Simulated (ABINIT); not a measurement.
# Al (P-1) in ABINIT: phonons at a zone-boundary q with PBEsol

Aim: the phonons at a zone-boundary q of Al with PBEsol.

All numbers are computed with ABINIT 10.8.3 (patched build); they aren't measurements. Logs are shortened: lines on timing, memory, paths and dates and some standing lists are left out, and cuts for length are marked. The log counts tension as positive stress, the text compression.

### Step 1. The cell of the first run

The typed cell holds 1 atom: a = 2.761 Å, b = 2.762 Å, c = 2.790 Å, α = 60.19°, β = 62.21°, γ = 59.49°.

### Step 2. Phonons at a zone-boundary q, PBEsol (volume scaled by 0.92)

Contents of run.abi:

```
ndtset 2

pp_dirpath "./"
pseudos "Al.upf"

acell 2.7613899253 2.7619740664 2.7902219565 Angstrom
rprim
    -0.0072045272     0.6940838350     0.7198581282
     0.7052063801     0.0035094764     0.7089934026
     0.7178091322     0.6960498506    -0.0162682310
ntypat 1
znucl 13
natom 1
typat 1
chkprim 0
chksymtnons 0
tolsym 1.0e-6
xred
            0.0            0.0            0.0

ecut 20.0

ngkpt 12 12 12
nshiftk 1
shiftk 0.0 0.0 0.0

ixc -116133

nband 10
occopt 6
tsmear 0.2 eV

nstep 80

prteig 0
prtebands 0
prtwf 0
prtden 0
prtpot 0

kptopt1 1
tolvrs1 1.0e-15
prtwf1 1
tolwfr1 1.0e-14
nbdbuf1 4
nline1 6

rfphon2 1
rfatpol2 1 1
rfdir2 1 1 1
getwfk2 1
kptopt2 3
nqpt2 1
qpt2 0.0 1/2 0.0
tolvrs2 1.0e-8
```

Potentials or basis: PseudoDojo NC SR PBEsol v0.4.1 standard.

Launch:

```sh
$ abinit run.abi > log 2>&1
```

run.abo:

```text
.Version 10.8.3 of ABINIT
 DATASET    1 : space group P-1 (#  2); Bravais aP (primitive triclinic)
================================================================================
 Values of the parameters that define the memory need for DATASET  1.
     intxc =       0    ionmov =       0      iscf =       7    lmnmax =       6
     lnmax =       6     mgfft =      24  mpssoang =       3    mqgrid =    3001
     natom =       1  nloc_mem =       1    nspden =       1   nspinor =       1
    nsppol =       1      nsym =       2    n1xccc =    2501    ntypat =       1
    occopt =       6   xclevel =       2
       mpw =         453          nfft =       13824          nkpt =         868
================================================================================
================================================================================

 DATASET    2 : space group P-1 (#  2); Bravais aP (primitive triclinic)
================================================================================
 Values of the parameters that define the memory need for DATASET  2 (RF).
     intxc =       0      iscf =       7    lmnmax =       6     lnmax =       6
     mgfft =      24  mpssoang =       3    mqgrid =    3001     natom =       1
  nloc_mem =       1    nspden =       1   nspinor =       1    nsppol =       1
      nsym =       2    n1xccc =    2501    ntypat =       1    occopt =       6
   xclevel =       2
      nfft =       13824          nkpt =        1728
================================================================================
================================================================================

--------------------------------------------------------------------------------
------------- Echo of variables that govern the present computation ------------
--------------------------------------------------------------------------------
 -outvars: echo values of preprocessed input variables --------
            acell      5.2182706857E+00  5.2193745524E+00  5.2727553283E+00 Bohr
              amu      2.69815390E+01
          chkprim           0
      chksymtnons           0
             ecut      2.00000000E+01 Hartree
           getwfk1          0
           getwfk2          1
                       outvar_i_n : Printing only first  50 k-points.
              ixc     -116133
           jdtset        1    2
                       outvar_i_n : Printing only first  50 k-points.
           kptopt1          1
           kptopt2          3
         kptrlatt       12    0    0      0   12    0      0    0   12
          kptrlen      6.21398979E+01
            natom           1
            nband1         10
            nband2         10
           nbdbuf1          4
           nbdbuf2          2
           ndtset           2
            ngfft          24      24      24
             nkpt1        868
             nkpt2       1728
            nline1          6
            nline2          4
             nqpt1          0
             nqpt2          1
            nstep          80
             nsym           2
           ntypat           1
                       prtocc : prtvol=0, do not print more k-points.
                       prtocc : prtvol=0, do not print more k-points.
           occopt           6
        optdriver1          0
        optdriver2          1
           prtden           0
        prtebands           0
           prteig           0
            prtwf1          1
            prtwf2          0
              qpt1     0.00000000E+00  0.00000000E+00  0.00000000E+00
              qpt2     0.00000000E+00  5.00000000E-01  0.00000000E+00
           rfphon1          0
           rfphon2          1
            rprim     -7.2045272000E-03  6.9408383500E-01  7.1985812820E-01
                       7.0520638010E-01  3.5094764000E-03  7.0899340260E-01
                       7.1780913220E-01  6.9604985060E-01 -1.6268231000E-02
          spgroup           2
           tolsym      1.00000000E-06
           tolvrs1     1.00000000E-15
           tolvrs2     1.00000000E-08
           tolwfr1     1.00000000E-14
           tolwfr2     0.00000000E+00
           tsmear      7.34986444E-03 Hartree
            typat      1
                       outvars : Printing only first  50 k-points.
            znucl       13.00000

================================================================================

 chkinp: Checking input parameters for consistency, jdtset=   1.

 chkinp: Checking input parameters for consistency, jdtset=   2.

================================================================================
== DATASET  1 ==================================================================

--- !DatasetInfo
iteration_state: {dtset: 1, }
dimensions: {natom: 1, nkpt: 868, mband: 10, nsppol: 1, nspinor: 1, nspden: 1, mpw: 453, }
cutoff_energies: {ecut:  20.0, pawecutdg:  -1.0, }
electrons: {nelect:   3.00000000E+00, charge:   0.00000000E+00, occopt:   6.00000000E+00, tsmear:   7.34986444E-03, }
meta: {optdriver: 0, ionmov: 0, optcell: 0, iscf: 7, paral_kgb: 0, }
...

 Real(R)+Recip(G) space primitive vectors, cartesian coordinates (Bohr,Bohr^-1):
 R(1)= -0.0375952  3.6219173  3.7564146  G(1)= -0.1320439  0.1392253  0.1306494
 R(2)=  3.6807362  0.0183173  3.7005021  G(2)=  0.1370437 -0.1381818  0.1346059
 R(3)=  3.7848319  3.6701006 -0.0857784  G(3)=  0.1296263  0.1357643 -0.1296060
 Unit cell volume ucvol=  1.0286571E+02 bohr^3
 Angles (23,13,12)=  6.01908667E+01  6.22098438E+01  5.94872654E+01 degrees
[... 43 lines left out ...]

--- !ResultsGS
iteration_state: {dtset: 1, }
comment   : Summary of ground state results
lattice_vectors:
- [ -0.0375952,   3.6219173,   3.7564146, ]
- [  3.6807362,   0.0183173,   3.7005021, ]
- [  3.7848319,   3.6701006,  -0.0857784, ]
lattice_lengths: [   5.21827,    5.21937,    5.27276, ]
lattice_angles: [ 60.191,  62.210,  59.487, ] # degrees, (23, 13, 12)
lattice_volume:   1.0286571E+02
convergence: {deltae:  4.885E-15, res2:  1.605E-17, residm:  8.653E-15, diffor: null, }
etotal    :  -2.31950136E+00
entropy   :   0.00000000E+00
fermie    :   3.10641461E-01
cartesian_stress_tensor: # hartree/bohr^3
- [ -1.98660969E-04,   3.74362230E-05,  -9.65950942E-05, ]
- [  3.74362230E-05,  -2.25994450E-04,  -3.60673152E-05, ]
- [ -9.65950942E-05,  -3.60673152E-05,  -1.68991461E-04, ]
pressure_GPa:   5.8219E+00
xred      :
- [  0.0000E+00,   0.0000E+00,   0.0000E+00, Al]
cartesian_forces: # hartree/bohr
- [ -0.00000000E+00,  -0.00000000E+00,  -0.00000000E+00, ]
force_length_stats: {min:   0.00000000E+00, max:   0.00000000E+00, mean:   0.00000000E+00, }
...

 Integrated electronic density in atomic spheres:
 ------------------------------------------------
 Atom  Sphere_radius  Integrated_density
    1        2.00000          0.93005467
================================================================================

 ----iterations are completed or convergence reached----

 Mean square residual over all n,k,spin=   42.729E-17; max=  86.530E-16
 reduced coordinates (array xred) for    1 atoms
       0.000000000000      0.000000000000      0.000000000000
 rms dE/dt=  0.0000E+00; max dE/dt=  0.0000E+00; dE/dt below (all hartree)
    1       0.000000000000      0.000000000000      0.000000000000

 cartesian coordinates (angstrom) at end:
    1      0.00000000000000     0.00000000000000     0.00000000000000

 cartesian forces (hartree/bohr) at end:
    1     -0.00000000000000    -0.00000000000000    -0.00000000000000
 frms,max,avg= 0.0000000E+00 0.0000000E+00   0.000E+00  0.000E+00  0.000E+00 h/b

 cartesian forces (eV/Angstrom) at end:
    1     -0.00000000000000    -0.00000000000000    -0.00000000000000
 frms,max,avg= 0.0000000E+00 0.0000000E+00   0.000E+00  0.000E+00  0.000E+00 e/A
 length scales=  5.218270685658  5.219374552356  5.272755328280 bohr
              =  2.761389925300  2.761974066400  2.790221956500 angstroms
 Fermi (or HOMO) energy (hartree) =   0.31064   Average Vxc (hartree)=  -0.37440
 Eigenvalues (hartree) for nkpt= 868  k points:
 kpt#   1, nband= 10, wtk=  0.00058, kpt=  0.0000  0.0000  0.0000 (reduced coord)
  -0.11603    0.76401    0.80310    0.81454    0.83505    0.86897    0.89552    0.95253
   1.03164    1.07546
      occupation numbers for kpt#   1
   2.00000    0.00000    0.00000    0.00000    0.00000    0.00000    0.00000    0.00000
   0.00000    0.00000
 prteigrs : prtvol=0 or 1, do not print more k-points.

--- !EnergyTerms
iteration_state     : {dtset: 1, }
comment             : Components of total free energy in Hartree
kinetic             :  8.99820044402585E-01
hartree             :  4.28314240593715E-03
xc                  : -1.10428573781537E+00
Ewald energy        : -2.77339417149709E+00
psp_core            :  1.99802109534589E-02
local_psp           :  2.09659924202174E-01
non_local_psp       :  4.24457866739092E-01
internal            : -2.31947872060921E+00
'-kT*entropy'       : -2.26425748375041E-05
total_energy        : -2.31950136318405E+00
total_energy_eV     : -6.31168474916805E+01
band_energy         :  4.27871229329725E-01
...

 Cartesian components of stress tensor (hartree/bohr^3)
  sigma(1 1)= -1.98660969E-04  sigma(3 2)= -3.60673152E-05
  sigma(2 2)= -2.25994450E-04  sigma(3 1)= -9.65950942E-05
  sigma(3 3)= -1.68991461E-04  sigma(2 1)=  3.74362230E-05

-Cartesian components of stress tensor (GPa)         [Pressure=  5.8219E+00 GPa]
- sigma(1 1)= -5.84480749E+00  sigma(3 2)= -1.06113705E+00
- sigma(2 2)= -6.64898628E+00  sigma(3 1)= -2.84192579E+00
- sigma(3 3)= -4.97190043E+00  sigma(2 1)=  1.10141171E+00

================================================================================
== DATASET  2 ==================================================================

--- !DatasetInfo
iteration_state: {dtset: 2, }
dimensions: {natom: 1, nkpt: 1728, mband: 10, nsppol: 1, nspinor: 1, nspden: 1, mpw: 453, }
cutoff_energies: {ecut:  20.0, pawecutdg:  -1.0, }
electrons: {nelect:   3.00000000E+00, charge:   0.00000000E+00, occopt:   6.00000000E+00, tsmear:   7.34986444E-03, }
meta: {optdriver: 1, rfphon: 1, }
...

 mkfilename : getwfk/=0, take file _WFK from output of DATASET   1.

 Real(R)+Recip(G) space primitive vectors, cartesian coordinates (Bohr,Bohr^-1):
 R(1)= -0.0375952  3.6219173  3.7564146  G(1)= -0.1320439  0.1392253  0.1306494
 R(2)=  3.6807362  0.0183173  3.7005021  G(2)=  0.1370437 -0.1381818  0.1346059
 R(3)=  3.7848319  3.6701006 -0.0857784  G(3)=  0.1296263  0.1357643 -0.1296060
 Unit cell volume ucvol=  1.0286571E+02 bohr^3
 Angles (23,13,12)=  6.01908667E+01  6.22098438E+01  5.94872654E+01 degrees
 setup1 : take into account q-point for computing boxcut.

 getcut: wavevector=  0.0000  0.5000  0.0000  ngfft=  24  24  24
         ecut(hartree)=     20.000   => boxcut(ratio)=   2.18958
--------------------------------------------------------------------------------

 ==>  initialize data related to q vector <==

 The list of irreducible perturbations for this q vector is:
    1)    idir= 1    ipert=   1
    2)    idir= 2    ipert=   1
    3)    idir= 3    ipert=   1

================================================================================
[... 117 lines left out ...]
 2DEtotal=    0.7884189838E+00 Ha. Also 2DEtotal=    0.214539734932E+02 eV
    (2DErelax=   -1.2422023815E+01 Ha. 2DEnonrelax=    1.3210442799E+01 Ha)
    (  non-var. 2DEtotal :    7.8841900256E-01 Ha)

================================================================================

 ---- first-order wavefunction calculations are completed ----

 ==> Compute Derivative Database <==

  Dynamical matrix, in cartesian coordinates,
   if specified in the inputs, asr has been imposed
     j1       j2             matrix element
  dir pert dir pert     real part    imaginary part

   1    1   1    1         0.0765022941         0.0000000000
   1    1   2    1        -0.0461959123        -0.0000000032
   1    1   3    1         0.0416955044        -0.0000000001

   2    1   1    1        -0.0461959187         0.0000000032
   2    1   2    1         0.0726118543        -0.0000000000
   2    1   3    1        -0.0387780057         0.0000000087

   3    1   1    1         0.0416955086         0.0000000001
   3    1   2    1        -0.0387780031        -0.0000000087
   3    1   3    1         0.0703968296        -0.0000000000

  Phonon wavevector (reduced coordinates) :  0.00000  0.50000  0.00000
 Phonon energies in Hartree :
   7.574125E-04  8.245162E-04  1.791515E-03
 Phonon frequencies in cm-1    :
   1.662328E+02  1.809604E+02  3.931921E+02

== END DATASET(S) ==============================================================
================================================================================

 -outvars: echo values of variables after computation  --------
            acell      5.2182706857E+00  5.2193745524E+00  5.2727553283E+00 Bohr
           etotal1    -2.3195013632E+00
           etotal2     7.8841898385E-01
            fcart1    -0.0000000000E+00 -0.0000000000E+00 -0.0000000000E+00
            fcart2     0.0000000000E+00  0.0000000000E+00  0.0000000000E+00
            rprim     -7.2045272000E-03  6.9408383500E-01  7.1985812820E-01
                       7.0520638010E-01  3.5094764000E-03  7.0899340260E-01
                       7.1780913220E-01  6.9604985060E-01 -1.6268231000E-02
           strten1    -1.9866096862E-04 -2.2599445025E-04 -1.6899146078E-04
                      -3.6067315218E-05 -9.6595094226E-05  3.7436222965E-05
           strten2     0.0000000000E+00  0.0000000000E+00  0.0000000000E+00
                       0.0000000000E+00  0.0000000000E+00  0.0000000000E+00
 Calculation completed.
```

It took 6.8 min on 1 thread of Arm Neoverse V2, shared host; peak memory 0.43 GiB.

Results:

- Free energy: -63.1168 eV
- Pressure: 5.8 GPa
- Band gap on the k mesh: none (metal or under the smearing width)
- Highest phonon frequency at the q point run: 393 cm⁻¹

Stress tensor (GPa, compression positive):
```
 5.84 -1.10  2.84
-1.10  6.65  1.06
 2.84  1.06  4.97
```

Phonon frequencies in cm⁻¹ (negative: imaginary):
```tsv
q point	frequencies
(0.000, 0.500, 0.000)	166 181 393
```
